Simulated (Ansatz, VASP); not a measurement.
# Two plane-wave programs on CdSe

File INCAR:

```
PREC = Accurate
ENCUT = 600
EDIFF = 1E-6
ISMEAR = 0
SIGMA = 0.1
LREAL = F
LASPH = T
NELM = 100
ALGO = Normal
ISIF = 3
LWAVE = F
LCHARG = F
GGA = PE
IBRION = 2
NSW = 90
EDIFFG = -0.04
```

File KPOINTS:

```
Automatic mesh
0
Gamma
  6 6 6
```

File POSCAR:

```
CdSe
1.0
    3.7063108700      0.0000000000      0.0000000000
    0.0000000000      3.7063108700      0.0000000000
    0.0000000000      0.0000000000      3.7063108700
Cd Se
1 1
Direct
    0.0000000000      0.0000000000      0.0000000000
    0.5000000000      0.5000000000      0.5000000000
```

Input for Ansatz:

```yaml
crystal:
  lattice:
    - [3.70631087, 0.0, 0.0]
    - [0.0, 3.70631087, 0.0]
    - [0.0, 0.0, 3.70631087]
  atoms:
    - { symbol: Cd, position: [0.0, 0.0, 0.0] }
    - { symbol: Se, position: [0.5, 0.5, 0.5] }
basis:
  ecutwfc: 420
kpoints:
  mp_grid: { grid: [6, 6, 6] }
hamiltonian:
  xc: pbe
scf:
  occupations: { method: gaussian, width: 0.1 }
  lower_state_search: "off"
output:
  forces: true
  stress: true
  eigenvalues: true
relax:
  adjacent_minimum: "off"
  f_tol: 0.04
  max_steps: 70
  cell: { stress_tol: 0.4 }
```

Change from the starting cell: species swapped into the CsI type (Pm-3m, No. 221).

Alike in both runs: task relaxation of cell and atoms; functional PBE; k mesh 6 × 6 × 6; occupations gaussian, width 0.1 eV; no spin polarisation.

```csv
,VASP,Ansatz
version,VASP 6.6.1,Ansatz 0.2.0
potentials or method,"VASP PAW PBE potentials, release 64 (Cd, Se)","scalar-relativistic, plane waves, PAW"
plane-wave cutoff (eV),600,420
valence electrons in the cell,18,36
```

VASP gave:

| Item | Value |
| --- | --- |
| gap on the k mesh at the Fermi level, each at its own relaxed structure (eV) | none |
| relaxed volume (Å³/atom) | 22.53 |
| relaxed cell length with the largest relative difference (Å) | 3.558 |
| energy change over the relaxation (meV/atom) | -53 |

**Question.** What did Ansatz give for the same quantities?

**Answer.** gap on the k mesh at the Fermi level, each at its own relaxed structure (eV): none; relaxed volume (Å³/atom): 22.47; relaxed cell length with the largest relative difference (Å): 3.555; energy change over the relaxation (meV/atom): -56.

A gap of «none» marks a metal or a gap that the smearing closes. The two sets of potentials don't hold the same shells in valence.
